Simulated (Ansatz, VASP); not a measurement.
ZnSe (Stilleite) in VASP and in Ansatz

The input INCAR:

```
PREC = Accurate
ENCUT = 600
EDIFF = 1E-6
ISMEAR = -1
SIGMA = 0.05
LREAL = F
LASPH = T
NELM = 60
ALGO = Normal
ISIF = 3
LWAVE = F
LCHARG = F
GGA = RP
IBRION = 2
NSW = 80
EDIFFG = -0.02
```

The input KPOINTS:

```
Automatic mesh
0
Gamma
  8 8 8
```

File POSCAR:

```
ZnSe
1.0
    0.0000000000      2.8338000000      2.8338000000
    2.8338000000      0.0000000000      2.8338000000
    2.8338000000      2.8338000000      0.0000000000
Se Zn
1 1
Direct
    0.7500000000      0.7500000000      0.7500000000
    0.0000000000      0.0000000000      0.0000000000
```

File input.yaml:

```yaml
crystal:
  lattice:
    - [0.0, 2.8338, 2.8338]
    - [2.8338, 0.0, 2.8338]
    - [2.8338, 2.8338, 0.0]
  atoms:
    - { symbol: Se, position: [0.75, 0.75, 0.75] }
    - { symbol: Zn, position: [0.0, 0.0, 0.0] }
kpoints:
  mp_grid: { grid: [8, 8, 8] }
scf:
  occupations: { method: fermi_dirac, width: 0.05 }
hamiltonian:
  xc: rpbe
  pseudopotentials: { kind: all_electron, lapw: { basis_error: 0.001 } }
output:
  forces: true
  stress: true
relax:
  f_tol: 0.02
  max_steps: 60
  cell: {}
```

Alike in both runs: task relaxation of cell and atoms; functional RPBE; k mesh 8 × 8 × 8; occupations fermi-dirac, width 0.05 eV; no spin polarisation.

|  | VASP | Ansatz |
| --- | --- | --- |
| version | VASP 6.6.1 | Ansatz 0.2.0 |
| potentials or method | VASP PAW PBE potentials, release 64 (Se, Zn) | all-electron LAPW, scalar-relativistic |
| plane-wave cutoff (eV) | 600 | see its input |

Ansatz gave:

| Item | Value |
| --- | --- |
| relaxed volume (Å³/atom) | 24.49 |
| relaxed cell length with the largest relative difference (Å) | 4.107 |
| energy change over the relaxation (meV/atom) | -22 |

Problem. What did VASP give for the same quantities?

Solution. Relaxed volume (Å³/atom): 24.55; relaxed cell length with the largest relative difference (Å): 4.110; energy change over the relaxation (meV/atom): -24.

Ansatz ran all-electron here, so the differences hold the error of VASP's frozen core and of both bases.

Caveats: the PAW data sets were made with another functional, which shifts forces and pressure a little (VASP). Expect the measured gap to be larger: semilocal functionals such as RPBE lack the derivative discontinuity. Zero-point motion and thermal expansion aren't in these numbers.
